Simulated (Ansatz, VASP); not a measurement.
Pd in VASP and in Ansatz

```
Pd
1.0
     0.00000    1.97347    1.97347
     1.97347    0.00000    1.97347
     1.97347    1.97347    0.00000
Pd
1
Direct
  0.00000 0.00000 0.00000
```

Alike in both runs: task single point; functional PBE; k mesh 7 × 7 × 7; occupations fermi-dirac, width 0.1 eV; no spin polarisation.

|  | VASP | Ansatz |
| --- | --- | --- |
| version | VASP 6.6.1 | Ansatz 0.2.0 |
| potentials or method | VASP PAW PBE potentials, release 64 (Pd) | plane waves (420 eV) with PAW, scalar-relativistic |
| plane-wave cutoff (eV) | 520 | 420 |
| valence electrons in the cell | 10 | 18 |

```tsv
	VASP	Ansatz	Ansatz less VASP
pressure (GPa)	0.0	0.3	+0.26
```

The two sets of potentials don't hold the same shells in valence.

Caveats: the k mesh is coarse (spacing up to 0.39 Å⁻¹), so the values aren't converged.
